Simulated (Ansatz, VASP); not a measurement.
**SiC: 5 runs at one level of theory**

```
CELL_PARAMETERS angstrom
3.07569 0.00000 0.00000
-1.53785 2.66363 0.00000
0.00000 0.00000 10.07065
ATOMIC_POSITIONS crystal
Si 0.00000 0.00000 0.18789
Si 0.00000 0.00000 0.68789
Si 0.33333 0.66667 0.43784
Si 0.66667 0.33333 0.93784
C 0.00000 0.00000 0.00046
C 0.00000 0.00000 0.50046
C 0.33333 0.66667 0.24980
C 0.66667 0.33333 0.74980
```

The cell is a database's computed one, not the measured one.

Alike in all runs: task band structure; functional PBE; k mesh 10 × 10 × 3; occupations fermi-dirac, width 0.05 eV; no spin polarisation; no spin-orbit coupling. Pressure is positive in compression and, in plane waves, holds the error of the finite cutoff, which Ansatz's Pulay term estimates and takes out. Gaps are the smaller of the mesh's and the band path's.

```csv
program and potentials,plane-wave cutoff (eV),notes,band gap (eV),pressure (GPa)
"Ansatz, Ansatz PAW polarizable",420,Pulay term of +0.29 GPa included,2.23,3.92
"Ansatz, Ansatz PAW",420,Pulay term of +0.29 GPa included,2.23,3.92
"VASP, PBE PAW files C_GW, Si_GW, 550 eV",550,-,2.23,3.98
"VASP, PBE PAW files C, Si, 500 eV",500,-,2.23,3.88
"VASP, PBE PAW files C, Si, 520 eV",520,-,2.23,3.86
```

All agree on the band gap. The pressure spans 3.86 (VASP, PBE PAW files C, Si, 520 eV) to 3.98 GPa (VASP, PBE PAW files C_GW, Si_GW, 550 eV).

Differences between rows come from potentials, basis sets and numerical settings, since the functional is the same but for its coding. Runs on potential files found faulty are left out.
